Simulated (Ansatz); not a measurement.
The system is Au.

```
Au
1.0
     0.00000    2.03500    2.03500
     2.03500    0.00000    2.03500
     2.03500    2.03500    0.00000
Au
1
Cartesian
  0.0000 0.0000 0.0000
```

Base run:

* Program: Ansatz 0.2.0
* Functional: r2SCAN
* Potentials or basis: Ansatz PAW
* Cutoff: 500 eV
* Density cutoff: 2000 eV
* k mesh: 8 × 8 × 8
* Occupations: fermi-dirac, width 0.05 eV
* Spin: spin-orbit coupling, no magnetisation

Its results: band gap on the k mesh none (metal or under the smearing width); pressure 6.4 GPa.

Problem. The run is repeated on the same cell with these changes: functional from r2SCAN to PBEsol; cutoff from 500 eV to 420 eV; density cutoff from 2000 eV to 1680 eV. What comes out?

Solution. Band gap on the k mesh none (metal or under the smearing width); pressure 1.4 GPa.

Caveats: the PAW data sets come from PBE, with cores solved anew for the run's functional, which leaves a small shift of forces and pressure.

Not every run made on this cell is shown here.
